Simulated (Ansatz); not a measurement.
BeO (wurtzite)

```
BeO
1.0
    2.71181     0.00000     0.00000
   -1.35591     2.34850     0.00000
    0.00000     0.00000     4.40456
Be O
2 2
Direct
  0.66667   0.33333   0.00149
  0.33333   0.66667   0.50149
  0.66667   0.33333   0.62371
  0.33333   0.66667   0.12371
```

Two coordinates are scanned: the volume, and the ratio of the stretch along z (the conventional c axis) to the stretch across it. Atoms keep their fractional coordinates.

Calculation: PBE (plane waves to 420 eV, PAW, scalar-relativistic; Ansatz, an electronic-structure program). k mesh 14×14×8 (Γ-centred), Fermi-Dirac smearing 0.05 eV. Compression counts positive. As the atoms are clamped, bonds stretch with the cell, which overstates energies and stresses. BeO was relaxed with its symmetry unable to fall. 

```tsv
σxx (GPa)	V/V₀ = 0.960	V/V₀ = 0.980	V/V₀ = 1.000	V/V₀ = 1.020	V/V₀ = 1.040
(c/a)/(c/a)₀ = 0.880	-6.0	-9.8	-13.3	-16.4	…
(c/a)/(c/a)₀ = 0.940	0.8	-3.5	-7.4	-11.0	-14.2
(c/a)/(c/a)₀ = 1.000	9.2	4.4	0.0	-4.0	-7.6
(c/a)/(c/a)₀ = 1.060	18.9	13.5	8.6	4.1	0.0
(c/a)/(c/a)₀ = 1.120	…	23.4	18.0	13.1	8.5
```

Problem. Complete the blanks.

Solution. 
- (c/a)/(c/a)₀ = 0.880, V/V₀ = 1.040: -19.3
- (c/a)/(c/a)₀ = 1.120, V/V₀ = 0.960: 29.3

(A scan under strain: stresses follow from slopes of the energy per volume, elastic moduli from its curvatures.)
